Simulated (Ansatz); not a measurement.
NaCl: modes and screening against the lattice constant

Theory: DFT LDA, scalar-relativistic, plane waves, PAW in Ansatz. Settings: 420 eV plane-wave cutoff, Γ-centred 8×8×8 mesh, fixed occupations. No spin polarisation. Phonons by linear response, acoustic sum rule imposed.

The cell is fixed (symmetry leaves no force on the atoms) and stands under 0.0 GPa:
```
Na Cl
1.0
     3.36840    0.00000    0.00000
     0.00000    3.36840    0.00000
     0.00000    0.00000    3.36840
Na Cl
1 1
Cartesian
  0.0000 0.0000 0.0000
  1.6842 1.6842 1.6842
```

The cell is the ideal cubic caesium chloride prototype; this isn't the usual structure of the compound.

How do the optical zone-centre modes (counted from the lowest optical one, degenerate ones once; i marks imaginary ones; without the LO field) and the screening change over a = 3.295 and 3.368 Å?

Answers

```tsv
a (Å)	3.295	3.368
pressure (GPa)	2.7	0.0
gap on the mesh (eV)	4.28	4.01
ε∞	2.94	2.89
ε0	9.1	12.7
mode 1 (cm⁻¹)	145	113
```